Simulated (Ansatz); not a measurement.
Tetradymite Sb2Te3, treated with r²SCAN+SOC in Ansatz (plane waves, PAW).

Settings: plane-wave cutoff 560 eV, 10×10×10 k mesh, Fermi–Dirac smearing 0.01 eV, PAW data made under PBE.

Cell (measured lattice):

Space group R-3m, hexagonal axes (No. 166); a = 4.256 Å, b = 4.256 Å, c = 30.363 Å, α = 90.00°, β = 90.00°, γ = 120.00°

```tsv
atom	site	symmetry	x	y	z
Sb	6c	3m	0.0000	0.0000	0.3983
Te	3a	-3m	0.0000	0.0000	0.0000
Te	6c	3m	0.0000	0.0000	0.2119
```
(The calculation used a cell of 5 atoms; values per cell refer to that cell.)

**Question.** Estimate the band gap, smallest direct gap on the k points sampled and Γ–Γ gap that the calculation returns.

**Answer.** 
- band gap: 0.13 eV (indirect)
- smallest direct gap on the k points sampled: 0.17 eV
- Γ–Γ gap: 0.36 eV

Measured, for comparison: band gap 0.3 eV (temperature not stated, no zero-point or thermal correction, compiled measured gap; kind and temperature not stated, our sources range from 0.17 to 0.30; as tabulated in Kothakonda et al. (2022), arXiv:2208.02841). Computed (rounded) less measured: band gap -0.17 eV (within the reference's last digit to -0.17 eV over the range).

Note: cell and atoms aren't relaxed at this level (largest force component 0.10 eV/Å, pressure 1.9 GPa).

Static lattice: no zero-point or thermal effects.

Cost on a shared machine: roughly 24 core-minutes.

Ansatz is a first-principles code.
